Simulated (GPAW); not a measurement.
Runs of GPAW 26.7.0 on Se. The typed cell holds 2 atoms: a = 3.407 Å, b = 3.407 Å, c = 3.407 Å, α = 90.00°, β = 90.00°, γ = 90.00°. This isn't the form of Se at room conditions, which is trigonal, of chains.

```csv
task,level,potentials or basis,k mesh,cutoff (eV),eigensolver,maxiter,k mesh for the DOS,dos width,mixer,other keys,mesh quality,gap on the mesh (eV),pressure (GPa),largest force (eV/Å)
density of states,BLYP,"PAW data sets generated in the run's folder for this functional, pw",8 × 8 × 8,600,davidson,150,12 × 12 × 12,0.1 eV,-,-,not flagged,none,(a),(b)
electron localisation function,PBE,"GPAW PAW data sets (gpaw-data 1.2.1), pw",8 × 8 × 8,480,-,50,-,-,pulay beta=0.02 nmaxold=8 weight=100.0,"several, not listed",not flagged,none,4.1,0.48
single point,r2SCAN+D3(BJ),"GPAW PAW data sets (gpaw-data 1.2.1), pw",5 × 5 × 5,600,-,60,-,-,-,"several, not listed",coarse,none,2.5,0.70
single point,PBE,"GPAW PAW data sets (gpaw-data 1.2.1), pw",8 × 8 × 8,600,-,150,-,-,-,-,not flagged,none,4.3,0.48
```

Alike in all rows: no spin polarisation; cell a zone-boundary wave of random shape, sigma 0.1 Å; smearing fermi-dirac 0.05 eV.

Task: Fill in the values left out.

Result: (a) 12.1; (b) 0.44.

Caveats: some runs use coarse meshes; the cutoff is short for stress and forces, so pressures can be off by a GPa or more (some runs); the PAW data sets were made with another functional, which shifts forces and pressure a little (some runs); pairwise dispersion overbinds metals, which lowers pressure and volume (some runs).

A k mesh can miss the band edges, and the runs leave out spin-orbit coupling on Se.

A gap of «none» marks a metal or a gap under the smearing width.
